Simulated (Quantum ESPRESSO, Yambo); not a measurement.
# Quasiparticle gap of SiC (Moissanite) in Yambo, part 3 of 3

Wanted: ground state, empty states, screening and self-energy for SiC (Moissanite).

Quantum ESPRESSO 7.5 and Yambo 5.3.0; PBE and many-body steps on it, plane waves. Known limits of the many-body steps: not at the basis limit; coarse k mesh.

So far. Step 3 (Bands along the symmetry lines): The gap is 2.012 eV, −0.005 eV from the run before at this level. Step 4 (Empty states on the mesh, 6×6×1 mesh, 207 bands): On this mesh the gap is 2.017 eV.

## Step 5: Conversion and set-up

This step: Yambo 5.3.0; conversion and set-up on PBE, plane waves, norm-conserving pseudopotentials.

The states are converted to the many-body program's format and the q mesh is built.

Command:

```console
> (cd o/x.save; p2y > p2y.log; mv SAVE ../..); yambo > setup.log
```

What it wrote:

```text
 Yambo, version 5.3.0

 [02] CORE Variables Setup
 =========================

  [02.01] Unit cells
  ==================

  Cell kind             :  HCP
  Atoms in the cell     :  Si  C
  number of Si atoms    :   6
  number of C  atoms    :   6

  List of atomic masses
  Mass of Si    :  28.08500
  Mass of C     :  12.01100

  List of atomic coordinates    : [cc]
  Si1       :  0.000000  0.000000  0.000000  order 1
  Si2       :   0.00000   0.00000  14.29086  order 2
  Si3       : -0.29111E-09   3.3615       4.7560      order 3
  Si4       :   2.91112   1.68074  19.04686  order 4
  Si5       :  2.911123  1.680738  9.514858  order 5
  Si6       : -0.29111E-09   3.3615       23.806      order 6
  C1       : -0.29111E-09   3.3615       1.1776      order 7
  C2       :   2.91112   1.68074  15.46843  order 8
  C3       :  2.911123  1.680738  5.945000  order 9
  C4       : -0.29111E-09   3.3615       20.236      order 10
  C5       :   0.00000   0.00000  10.70672  order 11
  C6       :   0.00000   0.00000  24.99758  order 12

  Alat factors          :   5.82225   5.04221  28.58173 [a.u.]
  Direct lattice volume :  839.0740 [a.u.]
  Direct lattice vectors:  A[ 1 ]  A[ 2 ]  A[ 3 ]
   A[ 1 ]:  1.000000 -0.000000  0.000000  [iru]
   5.822246 -0.000000  0.000000  [cc]
   A[ 2 ]: -0.500000  1.000000  0.000000  [iru]
  -2.911123  5.042213  0.000000  [cc]
   A[ 3 ]:  0.000000  0.000000  1.000000  [iru]
    0.00000   0.00000  28.58173  [cc]

  Recip. lattice volume :  0.295624 [a.u.]
  Recip. lattice vectors:  B[ 1 ]  B[ 2 ]  B[ 3 ]
   B[ 1 ]:  1.000000  0.500000  0.000000  [iku]
   1.079169  0.623058 -0.000000  [cc]
   B[ 2 ]:  0.000000  1.000000  0.000000  [iku]
   0.000000  1.246117 -0.000000  [cc]
   B[ 3 ]:  0.000000  0.000000  1.000000  [iku]
  -0.000000 -0.000000  0.219832  [cc]

  [02.02] Symmetries
  ==================

  Inversion symmetry    : yes
  Spatial inversion     : no
  Inversion index       :   7
  K-space Time-reversal : yes
  Magnetic symmetries   : no
  Time-reversal derived K-space symmetries:   7  12
  Group table correct   : yes
  Symmetries units      :  [cc]

   [S  1]:   1.0000       0.0000       0.0000     -0.31115E-16   1.0000       0.0000       0.0000       0.0000       1.0000
   [S  2]: -0.500000  0.866025  0.000000 -0.866025 -0.500000  0.000000  0.000000  0.000000  1.000000
   [S  3]: -0.500000 -0.866025  0.000000  0.866025 -0.500000  0.000000  0.000000  0.000000  1.000000
   [S  4]:  -1.0000       0.0000       0.0000      0.31115E-16   1.0000       0.0000       0.0000       0.0000       1.0000
   [S  5]:  0.500000  0.866025  0.000000  0.866025 -0.500000  0.000000  0.000000  0.000000  1.000000
   [S  6]:  0.500000 -0.866025  0.000000 -0.866025 -0.500000  0.000000  0.000000  0.000000  1.000000
   [S* 7]:  -1.0000      -0.0000      -0.0000      0.31115E-16  -1.0000      -0.0000      -0.0000      -0.0000      -1.0000
[...]
K/Q-points units:
  rlu = crystal or reduced units; cc = cartesian coordinates; iku = interal k-units

  K [1]          [rlu]:  0.000000  0.000000  0.000000
         WF components:   8941
  K [2]          [rlu]:  0.000000  0.166667  0.000000
         WF components:   8976
  K [3]          [rlu]:  0.000000  0.333333  0.000000
         WF components:   9014
  K [4]          [rlu]:  0.000000 -0.500000  0.000000
         WF components:   9034
  K [5]          [rlu]:  0.166667  0.166667  0.000000
         WF components:   9010
  K [6]          [rlu]:  0.166667  0.333333  0.000000
         WF components:   9055
  K [7]          [rlu]:  0.333333  0.333333  0.000000
         WF components:   9084

  [02.05] Energies & Occupations
  ==============================

  [X] === General ===
  [X] Electronic Temperature                        :  0.000000  0.000000 [eV K]
  [X] Bosonic    Temperature                        :  0.000000  0.000000 [eV K]
  [X] Finite Temperature mode                       : no
  [X] El. density                                   :  0.38604E+24 [cm-3]
  [X] Fermi Level                                   :  9.528318 [eV]

  [X] === Gaps and Widths ===
  [X] Conduction Band Min                           :  2.016742 [eV]
  [X] Valence Band Max                              :  0.000000 [eV]
  [X] Filled Bands                                  :  24
  [X] Empty Bands                                   :   25  207
  [X] Direct Gap                                    :  3.123143 [eV]
  [X] Direct Gap localized at k                     :   4
  [X] Indirect Gap                                  :  2.016742 [eV]
  [X] Indirect Gap between kpts                     :   1   4
  [X] Last valence band width                       :  2.077946 [eV]
  [X] 1st conduction band width                     :  3.147621 [eV]

  E @ K [1]:  [eV]
  -15.45523 -14.94927 -14.88428 -13.42485 -13.36216 -11.89786  -8.58747  -6.25180
[...]
occ @ K [1]
[...]
E @ K [2]:  [eV]
[...]
occ @ K [2]
[...]
E @ K [3]:  [eV]
[...]
occ @ K [3]
[...]
E @ K [4]:  [eV]
[...]
occ @ K [4]
[...]
E @ K [5]:  [eV]
[...]
occ @ K [5]
[...]
E @ K [6]:  [eV]
[...]
occ @ K [6]
[...]
E @ K [7]:  [eV]
[...]
occ @ K [7]
[...]
0.000000  0.000000  0.000000  0.000000  0.000000  0.000000  0.000000  0.000000
   0.000000  0.000000  0.000000  0.000000  0.000000  0.000000  0.000000  0.000000

 [03] Transferred momenta grid and indexing
 ==========================================

 IBZ Q-points                                      :   7
 BZ  Q-points                                      :   36

 K/Q-points units:
 rlu = crystal or reduced units; cc = cartesian coordinates; iku = interal k-units

 Q [1]          [rlu]:  0.000000  0.000000  0.000000
 Q [2]          [rlu]: -0.59880E-17  0.16667       0.0000
 Q [3]          [rlu]: -0.11976E-16  0.33333       0.0000
 Q [4]          [rlu]:  0.17964E-16 -0.50000       0.0000
 Q [5]          [rlu]:  0.166667  0.166667  0.000000
 Q [6]          [rlu]:  0.166667  0.333333  0.000000
 Q [7]          [rlu]:  0.333333  0.333333  0.000000

  [03.01] X indexes
  =================

   [03.01.01] Sigma indexes
   ========================

 [06] Game Over & Game summary
```

Run time: 2.2 s. Hardware: 1 MPI rank of Arm Neoverse V2, shared host; peak memory 0.24 GiB.

## Step 6: Screening and self-energy, 6×6×1 mesh, 207 bands, screening to 122.5 eV

G0W0 replaces the xc potential by the self-energy, built once from these orbitals. Only a window of levels is corrected, while the sums run over the empty bands that the input names.

This step: G0W0 on PBE, plane waves, norm-conserving pseudopotentials.

Input file gw1.in:

```
HF_and_locXC
gw0
dyson
ppa
em1d
rim_cut
RandQpts= 1000000
RandGvec= 1 RL
EXXRLvcs= 74 Ry
VXCRLvcs= 296 Ry
Chimod= "HARTREE"
% BndsRnXp
 1 | 207 |
%
NGsBlkXp= 9 Ry
% LongDrXp
 1 | 1 | 1 |
%
% GbndRnge
 1 | 207 |
%
DysSolver= "n"
ExtendOut
PPAPntXp= 27.21138 eV
% QPkrange
 1 | 1 | 23 | 26 |
 4 | 4 | 23 | 26 |
%
```

Command:

```console
> OMP_NUM_THREADS=2 mpirun -n 8 yambo -F gw1.in -J gw1 -C gw1 > gw1.log
```

What it wrote:

```text
 Yambo, version 5.3.0

 [02] CORE Variables Setup
 =========================

  [... cell, symmetries and grids as in the set-up ...]

  [02.05] Energies & Occupations
  ==============================

  [X] === General ===
  [X] Electronic Temperature                        :  0.000000  0.000000 [eV K]
  [X] Bosonic    Temperature                        :  0.000000  0.000000 [eV K]
  [X] Finite Temperature mode                       : no
  [X] El. density                                   :  0.38604E+24 [cm-3]
  [X] Fermi Level                                   :  9.528318 [eV]

  [X] === Gaps and Widths ===
  [X] Conduction Band Min                           :  2.016742 [eV]
  [X] Valence Band Max                              :  0.000000 [eV]
  [X] Filled Bands                                  :  24
  [X] Empty Bands                                   :   25  207
  [X] Direct Gap                                    :  3.123143 [eV]
  [X] Direct Gap localized at k                     :   4
  [X] Indirect Gap                                  :  2.016742 [eV]
  [X] Indirect Gap between kpts                     :   1   4
  [X] Last valence band width                       :  2.077946 [eV]
  [X] 1st conduction band width                     :  3.147621 [eV]

 [03] Transferred momenta grid and indexing
 ==========================================

 IBZ Q-points                                      :   7
 BZ  Q-points                                      :   36

 K/Q-points units:
 rlu = crystal or reduced units; cc = cartesian coordinates; iku = interal k-units

 Q [1]          [rlu]:  0.000000  0.000000  0.000000
 Q [2]          [rlu]: -0.59880E-17  0.16667       0.0000
 Q [3]          [rlu]: -0.11976E-16  0.33333       0.0000
 Q [4]          [rlu]:  0.17964E-16 -0.50000       0.0000
 Q [5]          [rlu]:  0.166667  0.166667  0.000000
 Q [6]          [rlu]:  0.166667  0.333333  0.000000
 Q [7]          [rlu]:  0.333333  0.333333  0.000000

 [04] Coloumb potential Random Integration (RIM)
 ===============================================

  [04.01] RIM initialization
  ==========================

  * Diagonal components only detected *

  8 x (sBL volume)        :  0.065694 [a.u.]
  sBZ random points       :  1000000
  Points outside the sBZ  :   7993074
  RL volume               :  0.295624 [a.u.]
  Integrated volume       :  0.295880 [a.u.]

  [04.02] RIM integrals
  =====================

  Gamma point sphere radius             :  0.073191 [a.u.]
  Points outside the sphere             :   799491
  [Int_sBZ(q=0) 1/q^2]*(Vol_sBZ)^(-1/3) =:  7.699861
                                 should be <:  7.795600

  Summary of Coulomb integrals for non-metallic bands |Q|[au] RIM/Bare

  Q [1] 0.100000E-4 0.987719 * Q [2] 0.207686 1.035382
  Q [5] 0.359723 1.014582 * Q [3] 0.415372 1.011323
  Q [6] 0.549486 1.006889 * Q [4] 0.623058 1.006049
  Q [7] 0.719446 1.004351

 [05] Dipoles
 ============

  [05.01] Setup: observables and procedures
  =========================================

  [WARNING] [x,Vnl] slows the Dipoles computation. To neglect it rename the ns.kb_pp file

 [06] Dynamic Dielectric Matrix (PPA)
 ====================================

 [SLK-Inversion]  Pools        :  2
 [SLK-Inversion]  BLACS grid   :  2  2

 [WR./gw1//ndb.pp]---------------------------------------------------------------
  Brillouin Zone Q/K grids (IBZ/BZ)                :    7   36    7   36
  RL vectors                                       :  11311 [WF]
  Coulomb cutoff potential                         : none
  Electronic Temperature                           :  0.000000 [K]
  Bosonic    Temperature                           :  0.000000 [K]
  PPA    diel. fun.  energies                      : Perdew, Burke & Ernzerhof(X)+Perdew, Burke & Ernzerhof(C)
  wavefunctions                                    : Perdew, Burke & Ernzerhof(X)+Perdew, Burke & Ernzerhof(C)
  Global Gauge                                     : length
  X matrix size                                    :   393
  X band range                                     :    1  207
  X e/h energy range                               : -1.000000 -1.000000 [eV]
  X Time ordering                                  : R
  X Hxc Kernel                                     : HARTREE
  X Drude frequency                                :  0.000000  0.000000
  X poles                                          :  100.0000 [o/o]
  RL vectors in the sum                            :  11311
  [r,Vnl] included                                 : yes
  Field direction                                  :  0.577350E-5  0.577350E-5  0.577350E-5
  BZ energy Double Grid                            : no
  BZ energy DbGd points                            : 0
  BZ Q point size factor                           : -1.000000
  X Optical Averaged directions                    : none

 [07] Local Exchange-Correlation + Non-Local Fock
 ================================================

 [VXC] Plane waves :   72085
 [EXS] Plane waves :   8953

 QP @ state[ 1 ] K range:  1  1
 QP @ state[ 1 ] b range:  23  26
 QP @ state[ 2 ] K range:   4   4
 QP @ state[ 2 ] b range:  23  26

 [xc] Functional : Perdew, Burke & Ernzerhof(X)+Perdew, Burke & Ernzerhof(C)
 [xc] LIBXC used to calculate xc functional
  PP Number of Atomic Species                      :  2
  NLCC RL compoments                               :   72085
  PP Number of Atomic Species                      :  2
  NLCC RL compoments                               :   72085

 [xc] E_xc :  -18.27642 [Ha]
      E_xc :  -36.55285 [Ry]

  Local XC kind (lXC) : Perdew, Burke & Ernzerhof(X)+Perdew, Burke & Ernzerhof(C)
  Non-Local XC kind (nlXC) : Hartree-Fock

  Corrections @ K [1] :  [eV]
 <23|nlXC|23> = -17.32276 -0.93957E-17 <23|lXC|23> = -14.95422 -0.11801E-15
 <24|nlXC|24> = -17.32275  0.25159E-18 <24|lXC|24> = -14.95422  0.14161E-15
 <25|nlXC|25> = -6.944282  0.17928E-17 <25|lXC|25> = -12.14735  0.18882E-15
 <26|nlXC|26> = -6.855814 -0.13303E-17 <26|lXC|26> = -12.09673  0.18882E-15

  Corrections @ K [4] :  [eV]
 <23|nlXC|23> = -16.70559 -0.82749E-17 <23|lXC|23> = -13.90584  0.23602E-16
 <24|nlXC|24> = -17.33410  0.96342E-17 <24|lXC|24> = -14.49916 -0.92196E-16
 <25|nlXC|25> = -6.763820 -0.18354E-17 <25|lXC|25> = -10.92842  0.000000
 <26|nlXC|26> = -6.504907 -0.44252E-17 <26|lXC|26> = -10.77706  0.23602E-16

 [08] Dyson equation: Newton solver
 ==================================

  [08.01] G0W0 (W PPA)
  ====================

  [  GW  ] Bands range     :    1  207
  [GW/PPA] G damping       :  0.100000 [eV]

  QP @ state[ 1 ] K range:  1  1
  QP @ state[ 1 ] b range:  23  26
  QP @ state[ 2 ] K range:   4   4
  QP @ state[ 2 ] b range:  23  26

   Sc/G bands                                       :    1  207
   Sc/G damping                                     :  0.100000 ev
   Sc bands terminator                              : no
   Sx RL components                                 :   8953

   QP @ state[ 1 ] K range                          :  1  1
   QP @ state[ 1 ] b range                          :  23  26
   QP @ state[ 2 ] K range                          :   4   4
   QP @ state[ 2 ] b range                          :  23  26
   GF energies kind                                 : Perdew, Burke & Ernzerhof(X)+Perdew, Burke & Ernzerhof(C)
   GF WF`s kind                                     : Perdew, Burke & Ernzerhof(X)+Perdew, Burke & Ernzerhof(C)
   Xs energies kind                                 : Perdew, Burke & Ernzerhof(X)+Perdew, Burke & Ernzerhof(C)
   Xs WF`s kind                                     : Perdew, Burke & Ernzerhof(X)+Perdew, Burke & Ernzerhof(C)

 [11] Game Over & Game summary
```

It took 3.1 min on 8 MPI ranks; peak memory 4.7 GiB; 39 min of CPU time.

Numbers from this step:

```yaml
g0w0_gap_on_the_points_computed: 2.605 eV
starting_gap_on_the_mesh: 2.017 eV
k_of_the_valence_top: 0, 0, 0
k_of_the_conduction_bottom: 0, -0.5, 0
least_direct_g0w0_gap_on_the_computed_points: 3.875 eV
z_at_the_valence_top: 0.8012
z_at_the_conduction_bottom: 0.8236
```

The gap on the mesh goes from 2.02 eV to 2.61 eV, a correction of +0.59 eV.

Limits: finite bands, cutoff and mesh; coarse k mesh. v1 is the top filled band, c1 the lowest empty one. Levels before and after the correction, in eV, zero at the valence-band top of each column:

```
           conduction bottom  valence top
Kohn-Sham               2.02         0.00
     G0W0               2.61         0.00
```

```
                   level  energy (eV)
Kohn-Sham        Γ v2-v1        0.000
Kohn-Sham           Γ c1        5.164
Kohn-Sham           Γ c2        5.336
Kohn-Sham  (0 -0.5 0) v2       -1.662
Kohn-Sham  (0 -0.5 0) v1       -1.106
Kohn-Sham  (0 -0.5 0) c1        2.017
Kohn-Sham  (0 -0.5 0) c2        2.207
     G0W0        Γ v2-v1        0.000
     G0W0           Γ c1        5.973
     G0W0           Γ c2        6.136
     G0W0  (0 -0.5 0) v2       -1.879
     G0W0  (0 -0.5 0) v1       -1.270
     G0W0  (0 -0.5 0) c1        2.605
     G0W0  (0 -0.5 0) c2        2.793
```

## Step 7: Where the time went

Times are wall times on the hardware named with each run, good to a factor of about two.

```csv
step,time,share,memory (GiB)
ground state,12 s,5 %,1.3
bands along the symmetry lines,14 s,6 %,1.6
empty states on the mesh,16 s,7 %,1.5
conversion and set-up,2.2 s,1 %,0.24
screening and self-energy,3.1 min,81 %,4.7
```

## Step 8: Summary of results

```yaml
pbe_gap: 2.01 eV, indirect
g0w0_gap_on_the_mesh: 2.61 eV
gw_settings: 6×6×1 mesh, 207 bands, screening to 122.5 eV, Godby-Needs plasmon pole
known_limits: not at the basis limit; coarse k mesh
```

In words: G0W0 moves the gap on the mesh from 2.02 eV to 2.61 eV (+0.59 eV), with Z of 0.80 and 0.82 at the edges. Only 2 of the mesh's irreducible points were corrected, so a valley elsewhere could overtake. The dearest step here is «screening and self-energy». Against experiment, by G0W0@PBE: the gap of 2.60 eV lies −0.42 eV from the measured 3.02 eV (kind not stated, quoted 2020); the gap of 2.60 eV lies −0.43 eV from the measured 3.03 eV (indirect, quoted 2018); the gap of 2.60 eV lies −0.40 eV from the measured 3 eV (optical, 2017). An exciton line or allowed optical edge lies below the quasiparticle gap by the binding energy; a forbidden edge can push the onset above it. The calculation has static nuclei and no excitons; a measured gap holds zero-point and thermal motion, which mostly lowers it. Bands and cutoff are finite, so the gap is not at the basis limit. The miss can reach some tenths of an eV and take either sign; the mesh is an error of its own. In the G0W0 run levels were corrected at 2 k points alone, so a gap called «on the mesh» is the least over those, and an edge elsewhere would be missed. The 6×6×1 mesh is coarse for this cell, which bears on the long-range parts of exchange and screening.

[Paths, hosts, dates, memory and timing lines, banners, echoed tables and standing remarks are left out of the program output.]

[Logs are printed without paths, hosts, clocks, repeated set-up lines and the standing remarks that a program may print on its own settings, such as how far it seeks lower states.]

[Runs of the session that timed out or met a known fault of the program may be left out.]

[Hosts, paths, dates, database ids (printed as entryN), source tags and the programs' standing remarks are cut or masked in the printed files.]
